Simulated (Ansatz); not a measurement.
**SnO2 (rutile): how the settings move a single-point run**

How sensitive is a single-point run of SnO2 (rutile) to its settings? A reference run comes first, then four runs with altered input.

Method: reference: DFT PBE, spin-orbit coupling, plane waves, PAW, in Ansatz 0.2.0.

1 further run of the same task is left out (it didn't finish). Runs told in other sessions of the task aren't counted.

## 1. The structure to begin with

It takes space group P4_2/mnm (No. 136, tetragonal). The conventional cell has a = 4.827 Å, b = 4.827 Å, c = 3.239 Å, α = 90.00°, β = 90.00°, γ = 90.00°. Sn (site symmetry mmm) has 6 O at 2.09 Å in its first shell of neighbours. Around O (site symmetry m2m) lie 3 Sn at 2.09 Å.

As a file:

```cif
data_structure
_symmetry_space_group_name_H-M 'P4_2/mnm'
_symmetry_Int_Tables_number 136
_cell_length_a 4.8265
_cell_length_b 4.8265
_cell_length_c 3.2392
_cell_angle_alpha 90.000
_cell_angle_beta 90.000
_cell_angle_gamma 90.000
_cell_volume 75.46
loop_
_atom_site_label
_atom_site_type_symbol
_atom_site_symmetry_multiplicity
_atom_site_Wyckoff_symbol
_atom_site_fract_x
_atom_site_fract_y
_atom_site_fract_z
_atom_site_occupancy
Sn1 Sn 2 a 0.00000 0.00000 0.00000 1
O1 O 4 f 0.30652 0.30652 0.00000 1
```

## 2. The reference run

File input.yaml:

```yaml
crystal:
  lattice:
    - [4.8265116508, 0.0, 0.0]
    - [0.0, 4.8265116508, 0.0]
    - [0.0, 0.0, 3.2391527716]
  atoms:
    - { symbol: Sn, position: [0.0, 0.0, 0.0] }
    - { symbol: Sn, position: [0.5, 0.5, 0.5] }
    - { symbol: O, position: [0.3065245299, 0.3065245299, 0.0] }
    - { symbol: O, position: [0.8065245299, 0.1934754701, 0.5] }
    - { symbol: O, position: [0.1934754701, 0.8065245299, 0.5] }
    - { symbol: O, position: [0.6934754701, 0.6934754701, 0.0] }
basis:
  ecutwfc: 420
  ecutrho_ratio: 4
kpoints:
  mp_grid: { grid: [6, 6, 10] }
  band_path:
    path:
      - [[0.0, 0.0, 0.0], [0.0, 0.5, 0.0], [0.5, 0.5, 0.0], [0.0, 0.0, 0.0], [0.0, 0.0, 0.5], [0.0, 0.5, 0.5], [0.5, 0.5, 0.5], [0.0, 0.0, 0.5]]
      - [[0.0, 0.5, 0.0], [0.0, 0.5, 0.5]]
      - [[0.5, 0.5, 0.0], [0.5, 0.5, 0.5]]
    npoints: 10
hamiltonian:
  xc: pbe
scf:
  occupations: { method: gaussian, width: 0.05 }
  n_extra_bands: 38
output:
  forces: true
  stress: true
  eigenvalues: true
  populations: true
  dos: { projected: true, de: 0.02, nscf_kmesh: { grid: [9, 9, 15] } }
  bader: false
  write_density: true
  write_potential: true
  elf: true
  volumetric_format: npy
magnetization:
  noncollinear: true
  spin_orbit: true
checkpoint:
  read: start.run
  write: ck
  compress: false
  write_wavefunctions: false
  write_every: 100000
```

Launch:

```
> ansatz run input.yaml --threads 4 --pin off --max-ram 7168MiB --backend cpu --events-out ev --progress --plain --runs-dir out
```

## 3. Variant: ecutwfc 800 eV

File input.yaml:

```yaml
crystal:
  lattice:
    - [4.8265116508, 0.0, 0.0]
    - [0.0, 4.8265116508, 0.0]
    - [0.0, 0.0, 3.2391527716]
  atoms:
    - { symbol: Sn, position: [0.0, 0.0, 0.0] }
    - { symbol: Sn, position: [0.5, 0.5, 0.5] }
    - { symbol: O, position: [0.3065245299, 0.3065245299, 0.0] }
    - { symbol: O, position: [0.8065245299, 0.1934754701, 0.5] }
    - { symbol: O, position: [0.1934754701, 0.8065245299, 0.5] }
    - { symbol: O, position: [0.6934754701, 0.6934754701, 0.0] }
basis:
  ecutwfc: "800 eV"
  ecutrho_ratio: 4
kpoints:
  mp_grid: { grid: [6, 6, 10] }
hamiltonian:
  xc: pbe
scf:
  occupations: { method: gaussian, width: 0.05 }
output:
  forces: true
  stress: true
  write_density: true
  write_potential: true
  elf: true
  volumetric_format: npy
magnetization:
  noncollinear: true
  spin_orbit: true
```

## 4. Variant: ecutwfc 550 eV, basis.precision f64, mp_grid.grid [8, 8, 12], eigensolver.kind davidson

File input.yaml:

```yaml
crystal:
  lattice:
    - [4.8265116508, 0.0, 0.0]
    - [0.0, 4.8265116508, 0.0]
    - [0.0, 0.0, 3.2391527716]
  atoms:
    - { symbol: Sn, position: [0.0, 0.0, 0.0] }
    - { symbol: Sn, position: [0.5, 0.5, 0.5] }
    - { symbol: O, position: [0.3065245299, 0.3065245299, 0.0] }
    - { symbol: O, position: [0.8065245299, 0.1934754701, 0.5] }
    - { symbol: O, position: [0.1934754701, 0.8065245299, 0.5] }
    - { symbol: O, position: [0.6934754701, 0.6934754701, 0.0] }
basis:
  ecutwfc: "550 eV"
  ecutrho_ratio: 4
  precision: f64
kpoints:
  mp_grid: { grid: [8, 8, 12] }
hamiltonian:
  xc: pbe
scf:
  occupations: { method: gaussian, width: 0.05 }
  eigensolver: { kind: davidson }
output:
  forces: true
  stress: true
magnetization:
  noncollinear: true
  spin_orbit: true
```

## 5. Variant: scf.algorithm density_mixing, mixing.algorithm anderson, mixing.beta 0.05

File input.yaml:

```yaml
crystal:
  lattice:
    - [4.8265116508, 0.0, 0.0]
    - [0.0, 4.8265116508, 0.0]
    - [0.0, 0.0, 3.2391527716]
  atoms:
    - { symbol: Sn, position: [0.0, 0.0, 0.0] }
    - { symbol: Sn, position: [0.5, 0.5, 0.5] }
    - { symbol: O, position: [0.3065245299, 0.3065245299, 0.0] }
    - { symbol: O, position: [0.8065245299, 0.1934754701, 0.5] }
    - { symbol: O, position: [0.1934754701, 0.8065245299, 0.5] }
    - { symbol: O, position: [0.6934754701, 0.6934754701, 0.0] }
basis:
  ecutwfc: 420
  ecutrho_ratio: 4
kpoints:
  mp_grid: { grid: [6, 6, 10] }
hamiltonian:
  xc: pbe
scf:
  occupations: { method: gaussian, width: 0.05 }
  algorithm: density_mixing
  mixing: { algorithm: anderson, beta: 0.05 }
output:
  forces: true
  stress: true
magnetization:
  noncollinear: true
  spin_orbit: true
```

## 6. Changing settings: ecutwfc 700 eV, dispersion d4, mixing.algorithm msr1, mixing.beta 0.3

File input.yaml:

```yaml
crystal:
  lattice:
    - [4.8265116508, 0.0, 0.0]
    - [0.0, 4.8265116508, 0.0]
    - [0.0, 0.0, 3.2391527716]
  atoms:
    - { symbol: Sn, position: [0.0, 0.0, 0.0] }
    - { symbol: Sn, position: [0.5, 0.5, 0.5] }
    - { symbol: O, position: [0.3065245299, 0.3065245299, 0.0] }
    - { symbol: O, position: [0.8065245299, 0.1934754701, 0.5] }
    - { symbol: O, position: [0.1934754701, 0.8065245299, 0.5] }
    - { symbol: O, position: [0.6934754701, 0.6934754701, 0.0] }
basis:
  ecutwfc: "700 eV"
  ecutrho_ratio: 4
kpoints:
  mp_grid: { grid: [6, 6, 10] }
hamiltonian:
  xc: pbe
  dispersion: d4
scf:
  occupations: { method: gaussian, width: 0.05 }
  mixing: { algorithm: msr1, beta: 0.3 }
output:
  forces: true
  stress: true
magnetization:
  noncollinear: true
  spin_orbit: true
```

Before running it: what results should come out? Wanted: for each run, ending; energy change; pressure; gap; force.

**Answer**, as computed:

```
                                                                                       run     ending                                             energy change  pressure (GPa)  gap (eV)  force (eV/Å)  cycles     time
                                                                                 reference  converged                                                         0            -0.1      0.68          0.01       -  2.5 min
                                                                         1: ecutwfc 800 eV  converged                                             -6.4 meV/atom            -0.1      0.69          0.01       8     53 s
2: ecutwfc 550 eV, basis.precision f64, mp_grid.grid [8, 8, 12], eigensolver.kind davidson  converged                                             -5.8 meV/atom            -0.1      0.69          0.01       9     92 s
              3: scf.algorithm density_mixing, mixing.algorithm anderson, mixing.beta 0.05  converged                                              0.0 meV/atom            -0.1      0.68          0.01      15     23 s
                  4: ecutwfc 700 eV, dispersion d4, mixing.algorithm msr1, mixing.beta 0.3  converged  -262.5 meV/atom (dispersion and other settings together)            -3.3      0.69          0.01       8     26 s
```

Times don't compare one to one where runs were asked for different outputs or read a saved state (see the inputs); cycles may leave out searches for a lower state.

Residual by cycle in the longest SCF loop of each run; runs are numbered as in the table. The quantity is the density residual dr2, in eV.

```
cycle  reference   run 1    run 2    run 3    run 4
    1    9.4e-11     3.8     3.83     3.79      3.8
    2    3.7e-11    1.33     1.38     3.27     1.33
    4          -  0.0039  0.00501   0.0354  0.00386
    5          -  4.2e-4   8.8e-4   0.0126   4.0e-4
    6          -  8.0e-6   1.2e-4  0.00198   7.8e-6
    7          -  2.5e-7   8.9e-6  0.00133   2.4e-7
    9          -       -   4.7e-9   1.1e-4        -
   10          -       -        -   1.4e-5        -
   11          -       -        -   6.2e-7        -
   12          -       -        -   1.1e-6        -
   14          -       -        -   3.3e-7        -
   15          -       -        -   6.7e-8        -
```

**Reading.** Of the converged runs whose energies compare with the reference's, «ecutwfc 800 eV» moves the energy most (-6.4 meV/atom). The pressure spans -3.3 to -0.1 GPa over the reference and the converged variants. The gap spans 0.68 to 0.69 eV over the reference and the converged variants (gaps read on unlike meshes, which can miss the band edges).

These are semilocal Kohn-Sham gaps, which aren't the measured quantity. Such gaps usually fall short of the measured ones.
